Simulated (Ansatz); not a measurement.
**TiAl: a line through a two-coordinate scan**

How does the energy of TiAl (P4/mmm, No. 123; 2 atoms in the cell) vary with amplitude of mode 4 (262 cm⁻¹), at amplitude of mode 6 (301 cm⁻¹) = −0.073 Å?

Method: DFT PBE, scalar-relativistic, plane waves, PAW, in Ansatz 0.2.0.

2 further runs of the same task are left out: 1 for a known fault of the program, 1 set aside as unsound or not needed.

## (1) The structure to begin with

Symmetry: P4/mmm, No. 123, tetragonal system. The conventional cell has a = 2.822 Å, b = 2.822 Å, c = 4.077 Å, α = 90.00°, β = 90.00°, γ = 90.00°. Ti (site symmetry 4/mmm) has 4 Ti at 2.82 Å and 8 Al at 2.85 Å as nearest neighbours. Al (site symmetry 4/mmm) has 4 Al at 2.82 Å and 8 Ti at 2.85 Å as nearest neighbours.

Coordinates:

```
Ti Al
1.0
     2.82179    0.00000    0.00000
     0.00000    2.82179    0.00000
     0.00000    0.00000    4.07666
Ti Al
1 1
Cartesian
  0.0000 0.0000 0.0000
  1.4109 1.4109 2.0383
```

It is the result of an earlier relaxation at this level (volume 16.23 Å³/atom; gap on the mesh: none (metal)).

## (2) The scan

The energy is mapped over two normal modes frozen in (zone-centre modes of the cell shown).

- amplitude of mode 4 (262 cm⁻¹), largest displacement: 9 values from −0.168 to 0.168 Å
- amplitude of mode 6 (301 cm⁻¹), largest displacement: 9 values from −0.146 to 0.146 Å

Nothing else is relaxed (the cell and all other modes fixed). Energies count from the relaxed high-symmetry cell. Points are written as (first, second).

The modes come from a phonon run on the reference cell, made beforehand.

The patterns, per unit of each coordinate (Å):

```csv
atom,x1,y1,z1,x2,y2,z2
Ti1,-0.564,0.000,0.000,0.000,0.000,-0.564
Al2,1.000,0.000,0.000,0.000,0.000,1.000
```

## (3) Point (−0.168 Å, −0.073 Å)

File input.yaml:

```yaml
crystal:
  lattice:
    - [2.8217852552, 0.0, 0.0]
    - [0.0, 2.8217852552, 0.0]
    - [0.0, 0.0, 4.0766621385]
  atoms:
    - { symbol: Ti, position: [0.0335595262, 0.0, 0.0100936593] }
    - { symbol: Al, position: [0.4404632228, 0.5, 0.4820931935] }
basis:
  ecutwfc: 520.0
kpoints:
  mp_grid: { grid: [16, 16, 12] }
hamiltonian:
  xc: pbe
  pseudopotentials: { kind: paw, azcp: { folder: soft_1 } }
scf:
  occupations: { method: gaussian, width: 0.15 }
output:
  forces: true
  stress: true
  eigenvalues: true
```

Launch:

```sh
$ ansatz run input.yaml --threads 1 --pin off --max-ram 2048MiB --backend cpu --events-out ev --progress --plain --runs-dir out
```

Further runs follow: the other points of the line.

What does the calculation give? Wanted: for each run, amplitude of mode 4; energy; slope; pressure; largest force on an atom.

The runs gave:

| amplitude of mode 4 (262 cm⁻¹), largest displacement (Å) | step | energy (meV) | slope (meV per Å) | pressure (GPa) | largest force on an atom (eV/Å) |
| --- | --- | --- | --- | --- | --- |
| −0.168 | 3 | 190 | −1782 | 2.29 | 1.37 |
| −0.126 | 4 | 124 | −1360 | 1.57 | 1.12 |
| −0.084 | 5 | 76 | −917 | 1.05 | 0.90 |
| −0.042 | 6 | 47 | −462 | 0.72 | 0.73 |
| 0.000 | 7 | 38 | 0 | 0.62 | 0.66 |
| 0.042 | – | 47 | 462 | 0.72 | 0.73 |
| 0.084 | – | 76 | 917 | 1.05 | 0.90 |
| 0.126 | – | 124 | 1360 | 1.57 | 1.12 |
| 0.168 | – | 190 | 1782 | 2.29 | 1.37 |

Energies count from the relaxed high-symmetry cell. Rows without a step come from runs not printed here or follow by symmetry. Slopes come from the forces (and the stress, where the cell changes), not from differences of energies.

**Reading.** The lowest point of the line is at 0.000 Å, 38 meV from the zero. A fit to energies and slopes at the lowest point and its two neighbours puts the minimum at 0.0000 Å, with a curvature of about 11000 meV per Å². The highest point computed, at −0.168 Å, lies 153 meV above the lowest. This is one cut through a surface in two coordinates; the map's lowest point lies off it. With the other coordinates free, the energies away from the reference would be the same or lower.
